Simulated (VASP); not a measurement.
Wanted: the native input for a VASP 6.6.1 run.

```
Task                   : band structure
Functional             : PBE
Potentials or basis    : VASP PAW PBE potentials, release 64 (Sn_d, O)
Cutoff                 : 520 eV
k mesh                 : 10 × 10 × 8
Occupations            : gaussian, width 0.02 eV
Spin                   : no spin polarisation
Further INCAR settings : ALGO = Normal; EDIFF = 1e-06; NBANDS = 28
```

The system is SnO.

```
Sn O
1.0
     3.80000    0.00000    0.00000
     0.00000    3.80000    0.00000
     0.00000    0.00000    4.84000
Sn O
2 2
Direct
  0.25000 0.25000 0.23600
  0.75000 0.75000 0.76400
  0.75000 0.25000 0.00000
  0.25000 0.75000 0.00000
```

The cell was built by a generator and needn't be a form met in nature.

These files were run (other wordings do the same):

POSCAR

```
SnO
1.0
    3.8000000000      0.0000000000      0.0000000000
    0.0000000000      3.8000000000      0.0000000000
    0.0000000000      0.0000000000      4.8400000000
Sn O
2 2
Direct
    0.2500000000      0.2500000000      0.2360000000
    0.7500000000      0.7500000000      0.7640000000
    0.7500000000      0.2500000000      0.0000000000
    0.2500000000      0.7500000000      0.0000000000
```

INCAR.step1

```
ALGO = Normal ; EDIFF = 1E-6
ENCUT = 520 ; GGA = PE
ISIF = 2 ; ISMEAR = 0
LASPH = True ; LCHARG = True
LREAL = False ; LWAVE = False
NBANDS = 28 ; NELM = 60
PREC = Accurate ; SIGMA = 0.02
```

KPOINTS.step1

```
k-points
0
Gamma
  10 10 8
```

INCAR.step2

```
ALGO = Normal ; EDIFF = 1E-6
ENCUT = 520 ; GGA = PE
ICHARG = 11 ; ISIF = 2
ISMEAR = 0 ; LASPH = True
LCHARG = False ; LREAL = False
LWAVE = False ; NBANDS = 28
NELM = 60 ; PREC = Accurate
SIGMA = 0.05
```

KPOINTS.step2

```
path GXMGZRAZ,XR,MA
15
line-mode
reciprocal
 0.0000000000  0.0000000000  0.0000000000  G
 0.0000000000  0.5000000000  0.0000000000  X

 0.0000000000  0.5000000000  0.0000000000  X
 0.5000000000  0.5000000000  0.0000000000  M

 0.5000000000  0.5000000000  0.0000000000  M
 0.0000000000  0.0000000000  0.0000000000  G

 0.0000000000  0.0000000000  0.0000000000  G
 0.0000000000  0.0000000000  0.5000000000  Z

 0.0000000000  0.0000000000  0.5000000000  Z
 0.0000000000  0.5000000000  0.5000000000  R

 0.0000000000  0.5000000000  0.5000000000  R
 0.5000000000  0.5000000000  0.5000000000  A

 0.5000000000  0.5000000000  0.5000000000  A
 0.0000000000  0.0000000000  0.5000000000  Z

 0.0000000000  0.5000000000  0.0000000000  X
 0.0000000000  0.5000000000  0.5000000000  R

 0.5000000000  0.5000000000  0.0000000000  M
 0.5000000000  0.5000000000  0.5000000000  A
```

Potentials or basis: VASP PAW PBE potentials, release 64 (Sn_d, O).

The run is started by

```console
$ cat potpaw_PBE.64/Sn_d/POTCAR potpaw_PBE.64/O/POTCAR > POTCAR
$ cp INCAR.step1 INCAR
$ cp KPOINTS.step1 KPOINTS
$ mpirun -np 1 vasp_std > vasp.out
$ cp INCAR.step2 INCAR
$ cp KPOINTS.step2 KPOINTS
$ mpirun -np 1 vasp_std > vasp.out
```

Results of the run:

| Item | Value |
| --- | --- |
| Band gap on the k mesh | 0.10 eV, indirect (least direct gap 1.99 eV) |
| Band gap along the path | 0.09 eV, indirect (least direct gap 1.99 eV) |

Caveat: the log is that of the step along the path at fixed density, whose energy, stress, charges and moments have no meaning; spin-orbit coupling is left out, which moves the levels of the heavy elements.

Run time: 110 s on 1 thread of Intel(R) Xeon(R) 6975P-C (Granite Rapids) (shared host), peak memory 0.31 GiB.
